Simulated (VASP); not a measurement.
A calculation with VASP 6.6.1 of KCl (ASE script, structure by space group and Wyckoff sites):

The input run.py:

```python
from ase.calculators.vasp import Vasp
from ase.dft.bandgap import bandgap
from ase.spacegroup import crystal

atoms = crystal(
    ['K', 'Cl'],
    basis=[[0.0, 0.0, 0.0], [0.5, 0.5, 0.5]],
    spacegroup=221,
    setting=1,
    cellpar=[3.839196, 3.839196, 3.839196, 90.0, 90.0, 90.0],
    primitive_cell=True,
)
calc = Vasp(
    directory='calc',
    xc='pbe',
    pp='PBE',
    setups='materialsproject',
    prec='Accurate',
    encut=520,
    ediff=1e-06,
    ismear=0,
    sigma=0.1,
    lreal=False,
    lasph=True,
    nelm=80,
    algo='Normal',
    isif=2,
    lwave=False,
    lcharg=False,
    kpts=[7, 7, 7],
    gamma=True,
)
atoms.calc = calc

print('energy (eV):', atoms.get_potential_energy())
print('free energy (eV):', atoms.get_potential_energy(force_consistent=True))
print('forces (eV/A):')
print(atoms.get_forces())
print('stress (eV/A^3, Voigt):', atoms.get_stress())
print('Fermi level (eV):', calc.get_fermi_level())
gap, top, bottom = bandgap(calc)
print('band gap (eV):', gap, 'from (spin, k, band)', top, 'to', bottom)
```

Potentials or basis: VASP PAW PBE potentials, release 64 (K_sv, Cl).

The run is started by

```console
$ python run.py
```

Measurements of this composition are mostly on another form, of space group No. 225.

Write the same calculation in another form: native input, structure from a POSCAR.

As run:

The input INCAR:

```
  ALGO = Fast
  EDIFF = 1E-6
  ENCUT = 520
  GGA = PE
  ISIF = 2
  ISMEAR = 0
  LASPH = T
  LCHARG = F
  LREAL = F
  LWAVE = F
  NBANDS = 15
  NELM = 60
  PREC = Accurate
  SIGMA = 0.1
```

KPOINTS

```
k-points
0
Gamma
  7 7 7
```

The input POSCAR:

```
KCl
1.0
    3.8391960000      0.0000000000      0.0000000000
    0.0000000000      3.8391960000      0.0000000000
    0.0000000000      0.0000000000      3.8391960000
K Cl
1 1
Cartesian
    0.0000000000      0.0000000000      0.0000000000
    1.9195980000      1.9195980000      1.9195980000
```

Potentials or basis: VASP PAW PBE potentials, release 64 (K_sv, Cl).

Command:

```bash
$ cat potpaw_PBE.64/K_sv/POTCAR potpaw_PBE.64/Cl/POTCAR > POTCAR
$ mpirun -np 1 vasp_std > vasp.out
```

Both were run:

|  | ASE script, structure by space group and Wyckoff sites | native input, structure from a POSCAR |
| --- | --- | --- |
| Pressure | 0.0 GPa | 0.0 GPa |
| Band gap on the k mesh | 4.82 eV, indirect (least direct gap 5.00 eV) | 4.82 eV, indirect (least direct gap 5.00 eV) |

Keys that steer only the numerical path or the files written may differ.

Caveat: an odd mesh through Γ misses points on the zone boundary, where band edges often lie.
